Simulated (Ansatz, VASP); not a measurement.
# One calculation of Rb, two programs

The input INCAR:

```
SYSTEM = Rb
ALGO = Normal
EDIFF = 1E-6
ENCUT = 520
GGA = PE
ISIF = 2
ISMEAR = -1
LASPH = .TRUE.
LCHARG = .TRUE.
LELF = .TRUE.
LREAL = .FALSE.
LVHAR = .TRUE.
LWAVE = .FALSE.
NBANDS = 10
NELM = 100
PREC = Accurate
SIGMA = 0.08
```

The input KPOINTS:

```
k-points
0
G
  10 10 10
  0 0 0
```

POSCAR

```
Rb
1.0
    4.6246684157      0.0000000000      0.0000000000
    0.0000000000      4.6246684157      0.0000000000
    0.0000000000      0.0000000000      4.6246684157
Rb
1
Direct
    0.0000000000      0.0000000000      0.0000000000
```

Input for Ansatz:

```yaml
crystal:
  lattice:
    - [4.6246684157, 0.0, 0.0]
    - [0.0, 4.6246684157, 0.0]
    - [0.0, 0.0, 4.6246684157]
  atoms:
    - { symbol: Rb, position: [0.0, 0.0, 0.0] }
kpoints:
  mp_grid: { grid: [10, 10, 10] }
  band_path:
    path:
      - [0.0, 0.0, 0.0]
      - [0.0, 0.5, 0.0]
      - [0.5, 0.5, 0.0]
      - [0.0, 0.0, 0.0]
      - [0.5, 0.5, 0.5]
      - [0.0, 0.5, 0.0]
      - [0.5, 0.5, 0.5]
      - [0.5, 0.5, 0.0]
    npoints: 14
scf:
  occupations: { method: fermi_dirac, width: 0.08 }
hamiltonian:
  xc: pbe
  pseudopotentials: { kind: all_electron, lapw: { basis_error: 0.0005 } }
output:
  forces: true
  stress: true
  eigenvalues: true
  fatbands: true
  populations: true
  dos: { projected: true, de: 0.2, e_range: [-14, 8] }
```

This isn't the form of Rb at room conditions, which is bcc.

Alike in both runs: task single point; functional PBE; k mesh 10 × 10 × 10; occupations fermi-dirac, width 0.08 eV; no spin polarisation.

|  | VASP | Ansatz |
| --- | --- | --- |
| version | VASP 6.6.1 | Ansatz 0.2.0 |
| potentials or method | VASP PAW PBE potentials, release 64 (Rb_sv) | all-electron LAPW, scalar-relativistic |
| plane-wave cutoff (eV) | 520 | see its input |

```tsv
	VASP	Ansatz	Ansatz less VASP
pressure (GPa)	0.0	0.0	0.00
```

Ansatz ran all-electron here, so the differences hold the error of VASP's frozen core and of both bases.
